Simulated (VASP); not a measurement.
# TaN: single point with PBEsol

Crystal: TaN.

```
Ta N
1.0
     2.92576    0.00000    0.00000
    -1.46288    2.53378    0.00000
     0.00000    0.00000    2.87295
Ta N
1 1
Direct
  0.00000 0.00000 0.50000
  0.66667 0.33333 0.00000
```

The cell comes from a database or a generator and needn't be the stable form of this composition.

```yaml
Program: VASP 6.6.1
Task: single point
Functional: PBEsol
Potentials_or_basis: VASP PAW PBE potentials, release 64 (Ta_pv, N)
Cutoff: 520 eV
k_mesh: 18 × 18 × 14
Occupations: gaussian, width 0.1 eV
Spin: non-collinear spin, zero start, spin-orbit coupling
Starting_moments: "[[0.0, 0.0, 0.0], [0.0, 0.0, 0.0]] μB"
```

```json
{
  "Pressure": "0.5 GPa",
  "Net moment": "0.00 μB per cell",
  "Valence electrons inside the program's atomic spheres": "Ta 9.05; N 3.72"
}
```

Stress tensor (GPa, compression positive):
```
0.53 0.00 0.00
0.00 0.53 0.00
0.00 0.00 0.38
```

Moments on the atoms (μB; x, y, z):
```
Ta  0.00 0.00 0.00
N   0.00 0.00 0.00
```

It took 8.2 min on 1 thread of Intel(R) Xeon(R) 6975P-C (Granite Rapids), on a shared host, peak memory 1.1 GiB.

Caveat: the PAW data sets were made with another functional, which shifts forces and pressure a little.
